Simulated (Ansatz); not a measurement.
Runs of Ansatz 0.2.0 on Al2Au. The structure is cubic, space group Fm-3m (No. 225). Conventional cell: a = 6.000 Å, b = 6.000 Å, c = 6.000 Å, α = 90.00°, β = 90.00°, γ = 90.00°. Au (site symmetry m-3m) is surrounded by 8 Al at 2.60 Å. Al (site symmetry -43m) is surrounded by 4 Au at 2.60 Å. 

```tsv
task	level	spin	cutoff (eV)	points for each segment of the path	gap on the mesh (eV)	pressure (GPa)	V0 of scaled cells (Å³/atom)	B0 (GPa)
band structure	PBEsol	SOC, no magnetisation	420	14	none	-0.7	-	-
equation of state	LDA	off	420	-	-	-	17.59	121
equation of state	PBEsol	off	420	-	-	-	(a)	(b)
band structure	PBEsol	off	420	14	none	0.1	-	-
equation of state	r2SCAN	off	500	-	-	-	18.07	(c)
```

Alike in all rows: potentials or basis Ansatz PAW; cell as given; k mesh 8 × 8 × 8; smearing fermi-dirac 0.05 eV.

Question: Estimate the missing entries.

Answer: (a) 18.01; (b) 114; (c) 118.

Caveats: the PAW data sets come from PBE, with cores solved anew for the run's functional, which leaves a small shift of forces and pressure (some runs); spin-orbit coupling is left out, which moves the levels of the heavy elements (some runs); the PAW data sets were made with another functional, which shifts forces and pressure a little (some runs).

A k mesh can miss the band edges, and rows without SOC leave out spin-orbit coupling on Au.

A gap of «none» marks a metal or a gap under the smearing width.
